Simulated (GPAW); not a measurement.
The system is C.

```
CELL_PARAMETERS angstrom
0.00000 1.78337 1.78337
1.78337 0.00000 1.78337
1.78337 1.78337 0.00000
ATOMIC_POSITIONS crystal
C 0.75000 0.75000 0.75000
C 0.50000 0.50000 0.50000
```

This isn't the form of C at room conditions, which is graphite.

Base run:

- Program: GPAW 26.7.0
- Functional: PBE0
- Potentials or basis: GPAW PAW data sets (gpaw-data 1.2.1)
- Cutoff: 600 eV
- Basis: pw
- k mesh: 8 × 8 × 8
- Occupations: fermi-dirac, width 0.05 eV
- Spin: no spin polarisation

Its results: band gap on the k mesh 6.03 eV, indirect (least direct gap 7.71 eV).

Task: The run is repeated on the same cell with these changes: functional from PBE0 to HSE06. What comes out?

Result: Band gap on the k mesh 5.36 eV, indirect (least direct gap 7.00 eV).

A k mesh can miss the band edges.
